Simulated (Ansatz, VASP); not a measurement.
## Br in VASP and in Ansatz

Contents of INCAR:

```
SYSTEM = Br
PREC     = Accurate       ! precision mode
ENCUT    = 520            ! plane-wave cutoff, eV
EDIFF    = 1E-7           ! SCF threshold, eV
ISMEAR   = -1             ! smearing method
SIGMA    = 0.05           ! smearing width, eV
LREAL    = .False.        ! projectors in reciprocal space
LASPH    = .True.         ! aspherical terms in the spheres
NELM     = 60             ! most SCF steps
ALGO     = Normal         ! electronic algorithm
ISIF     = 2              ! what is computed and relaxed
LWAVE    = .False.        ! write WAVECAR
LCHARG   = .False.        ! write CHGCAR
GGA      = PE             ! functional
NBANDS   = 10             ! bands
```

Contents of KPOINTS:

```
regular mesh
0
Gamma
  13 13 13
  0 0 0
```

File POSCAR:

```
Br
1.0
   -1.3037015101      1.7426313377      3.6250753905
    1.3037015101     -1.7426313377      3.6250753905
    1.3037015101      1.7426313377     -3.6250753905
Br
1
Direct
    0.0000000000      0.0000000000      0.0000000000
```

Contents of input.yaml:

```yaml
crystal:
  lattice:
    - [-1.3037015101, 1.7426313377, 3.6250753905]
    - [1.3037015101, -1.7426313377, 3.6250753905]
    - [1.3037015101, 1.7426313377, -3.6250753905]
  atoms:
    - { symbol: Br, position: [0.0, 0.0, 0.0] }
hamiltonian:
  xc: pbe
  pseudopotentials: { kind: paw }
kpoints:
  mp_grid: { grid: [13, 13, 13] }
scf:
  occupations: { method: fermi_dirac, width: 0.05 }
output:
  forces: true
  stress: true
  eigenvalues: true
  write_density: true
  write_potential: true
  elf: true
  volumetric_format: npy
```

Change from the starting cell: volume scaled by 1.04.

Alike in both runs: task single point; functional PBE; k mesh 13 × 13 × 13; occupations fermi-dirac, width 0.05 eV; no spin polarisation.

|  | VASP | Ansatz |
| --- | --- | --- |
| version | VASP 6.6.1 | Ansatz 0.2.0 |
| potentials or method | VASP PAW PBE potentials, release 64 (Br) | Ansatz PAW |
| plane-wave cutoff (eV) | 520 | 420 |
| valence electrons in the cell | 7 | 7 |

|  | VASP | Ansatz | Ansatz less VASP |
| --- | --- | --- | --- |
| gap on the k mesh at the Fermi level (eV) | none | none | - |
| pressure (GPa) | -0.1 | -0.1 | 0.00 |
| largest component of the traceless stress (GPa) | 1.80 | 1.82 | +0.014 |

A gap of «none» marks a metal or a gap that the smearing closes.

Caveats: an odd number of electrons without spin polarisation forces a metal; a magnetic or distorted state may lie lower.
